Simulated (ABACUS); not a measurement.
# InP (F-43m) in ABACUS: settings compared, part 2 of 2

ABACUS 3.10.1. The steps go on from the part before.

**3. Single point, LDA**

Contents of INPUT:

```
INPUT_PARAMETERS
suffix              InP
calculation         scf
basis_type          pw
pseudo_dir          ./
symmetry            1
dft_functional      pz
ecutwfc             40
pseudo_rcut         10
nspin               1
nbands              19
ks_solver           dav
smearing_method     fd
smearing_sigma      0.00367493
scf_thr             1e-08
scf_nmax            100
mixing_type         broyden
mixing_beta         0.7
cal_force           1
cal_stress          1
ecutrho             320
out_chg             1
kpar                4
```

Contents of STRU:

```
ATOMIC_SPECIES
In 114.8180 in_lda_v1.4.uspp.F.UPF
P 30.9738 p_lda_v1.5.uspp.F.UPF

LATTICE_CONSTANT
1.8897261246

LATTICE_VECTORS
0.0000000000 2.9305000000 2.9305000000
2.9305000000 0.0000000000 2.9305000000
2.9305000000 2.9305000000 0.0000000000

ATOMIC_POSITIONS
Direct

In
0.0
1
0.0000000000 0.0000000000 0.0000000000 1 1 1

P
0.0
1
0.7500000000 0.7500000000 0.7500000000 1 1 1
```

Contents of KPT:

```
K_POINTS
0
Gamma
6 6 6 0 0 0
```

Potentials or basis: GBRV ultrasoft 1.5 LDA, plane waves.

On the command line:

```sh
$ OMP_NUM_THREADS=1 mpirun -np 4 abacus > log
```

running log:

```text
ABACUS v3.10.1

               Atomic-orbital Based Ab-initio Computation at UStc

 ------------------------------------------------------------------------------------

 READING GENERAL INFORMATION
                           global_out_dir = OUT.InP/
                           global_in_card = INPUT
                               pseudo_dir = ./
                              orbital_dir =
                                    DSIZE = 4
                                    GSIZE = 1

 READING UNITCELL INFORMATION
                                    ntype = 2
                  lattice constant (Bohr) = 1.88973
              lattice constant (Angstrom) = 1

 READING ATOM TYPE 1
                               atom label = In
                      L=0, number of zeta = 1
                      L=1, number of zeta = 1
                      L=2, number of zeta = 1
             number of atom for this type = 1

 READING ATOM TYPE 2
                               atom label = P
                      L=0, number of zeta = 1
                      L=1, number of zeta = 1
                      L=2, number of zeta = 1
             number of atom for this type = 1

                        TOTAL ATOM NUMBER = 2
DIRECT COORDINATES
    atom                   x                   y                   z     mag                  vx                  vy                  vz
taud_In1            0.0000000000        0.0000000000        0.0000000000  0.0000        0.0000000000        0.0000000000        0.0000000000
taud_P1            0.7500000000        0.7500000000        0.7500000000  0.0000        0.0000000000        0.0000000000        0.0000000000

                          Volume (Bohr^3) = 339.666
                             Volume (A^3) = 50.3332

 Lattice vectors: (Cartesian coordinate: in unit of a_0)
                   +0             +2.9305             +2.9305
              +2.9305                  +0             +2.9305
              +2.9305             +2.9305                  +0
 Reciprocal vectors: (Cartesian coordinate: in unit of 2 pi/a_0)
            -0.170619           +0.170619           +0.170619
            +0.170619           -0.170619           +0.170619
            +0.170619           +0.170619           -0.170619
[... 231 lines left out ...]
 number of pseudo atomic orbitals for P is 2
WARNING: norm of atomic wavefunction # 2 of atomic type P is 0.999976, renormalized

 -------------------------------------------
 SELF-CONSISTENT
 -------------------------------------------
                                 init_chg = atomic

 PW ALGORITHM --------------- ION=   1  ELEC=   1--------------------------------

 Density error is 2.71746046368
                          Error Threshold = 0.01
----------------------------------------------------------
     Energy           Rydberg                 eV
----------------------------------------------------------
 E_KohnSham     -147.4690587671      -2006.4194779298
 E_Harris       -164.9776717139      -2244.6363780825
 E_Fermi        0.5674202434         7.7201484706
----------------------------------------------------------
[... 63 lines left out ...]
 Density error is 5.55241770089e-09
                          Error Threshold = 1.24071879281e-09
----------------------------------------------------------
     Energy           Rydberg                 eV
----------------------------------------------------------
 E_KohnSham     -148.7023255182      -2023.1989328981
 E_KS(sigma->0) -148.7023220171      -2023.1988852634
 E_Harris       -148.7019015873      -2023.1931650222
 E_band         -4.1848227917        -56.9374350880
 E_one_elec     -55.8438076801       -759.7939824650
 E_Hartree      40.0020080570        544.2552410173
 E_xc           -43.1401146954       -586.9513722308
 E_Ewald        -89.7204041976       -1220.7087239501
 E_entropy(-TS) -0.0000070022        -0.0000952694
 E_descf        0.0000000000         0.0000000000
 E_exx          0.0000000000         0.0000000000
 E_Fermi        0.5142890707         6.9972617800
----------------------------------------------------------

 charge density convergence is achieved
 final etot is -2023.1989329 eV
 EFERMI = 6.99726178 eV

 STATE ENERGY(eV) AND OCCUPATIONS    NSPIN == 1
 1/4 kpoint (Cartesian) = 0.0000 0.0000 0.0000 (1459 pws)
       1       -7.42490     0.00925926
       2       -7.42490     0.00925926
       3       -7.42490     0.00925926
       4       -7.27059     0.00925926
       5       -7.27059     0.00925926
       6       -4.83271     0.00925926
[... 74 lines left out ...]
      18        19.2863        0.00000
      19        19.2863        0.00000

------------------------------------------------------------------------------------------
 TOTAL-FORCE (eV/Angstrom)
------------------------------------------------------------------------------------------
                       In1         0.0000000000         0.0000000000         0.0000000000
                        P1         0.0000000000         0.0000000000         0.0000000000
------------------------------------------------------------------------------------------

----------------------------------------------------------------
 TOTAL-STRESS (KBAR)
----------------------------------------------------------------
       -18.4247330351         0.0000000000        -0.0000000000
         0.0000000000       -18.4247330351         0.0000000000
         0.0000000000        -0.0000000000       -18.4247330351
----------------------------------------------------------------
 TOTAL-PRESSURE: -18.424733 KBAR

 --------------------------------------------
 !FINAL_ETOT_IS -2023.1989328980630489 eV
 --------------------------------------------
```

Run time: 12 s. Hardware: 4 MPI ranks of Intel Xeon 6975P-C (Granite Rapids), shared host; peak memory 0.72 GiB.

What came out:

| Quantity | Value |
| --- | --- |
| Free energy | -2023.1989 eV |
| Pressure | -1.8 GPa |
| Band gap on the k mesh | 0.45 eV, direct |

Levels at points of the mesh, in eV from the valence-band top:
```tsv
k point	band 6	band 7	band 8	band 9	band 10	band 11	band 12	band 13
(0.00, 0.00, 0.00)	-11.58	0.00	0.00	0.00	0.45	3.94	3.94	3.94
(0.50, 0.50, 0.50)	-9.81	-5.86	-1.00	-1.00	1.29	4.69	4.69	6.88
(0.50, 0.50, 0.00)	-9.14	-5.89	-2.37	-2.37	1.59	2.11	8.95	9.39
```

Caveat: spin-orbit coupling is left out, which moves the levels of the heavy elements.

**4. Comparison with measurements**

Step 3. A measured gap of InP is 1.4236 eV (direct; 1.6 K; a printed reference work, data compilation); the calculated 0.45 eV misses it by -0.97 eV. Spin-orbit coupling on In is left out. The value is that of LDA, without temperature or zero-point motion. Semilocal functionals fall short of measured gaps as a rule.
